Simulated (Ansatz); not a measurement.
The system is Ti3Ni.

```
Ni Ti
1.0
     3.93518    0.00000    0.00000
     0.00000    3.93518    0.00000
     0.00000    0.00000    3.93518
Ni Ti
1 3
Cartesian
  0.0000 0.0000 0.0000
  1.9676 1.9676 0.0000
  1.9676 0.0000 1.9676
  0.0000 1.9676 1.9676
```

The cell comes from a database or a generator and needn't be the stable form of this composition.

Base run:

| Quantity | Value |
| --- | --- |
| Program | Ansatz 0.2.0 |
| Functional | PBEsol |
| Potentials or basis | all-electron LAPW, scalar-relativistic |
| Cutoff | 221 eV |
| Density cutoff | 886 eV |
| Basis error allowed | 0.002 eV/atom |
| k mesh | 7 × 7 × 7 |
| Occupations | fermi-dirac, width 0.05 eV |
| Spin | collinear spin, ferromagnetic start |
| Starting moments | [1.0, 1.0, 1.0, 1.0] μB |

Its results: pressure -5.1 GPa; net moment 0.00 μB per cell.

The run is repeated on the same cell with these changes: functional from PBEsol to LDA. What comes out?

Pressure -10.0 GPa; net moment 0.00 μB per cell.

LDA binds more tightly than PBEsol, so the same cell stands under less pressure.

Not every run made on this cell is shown here.
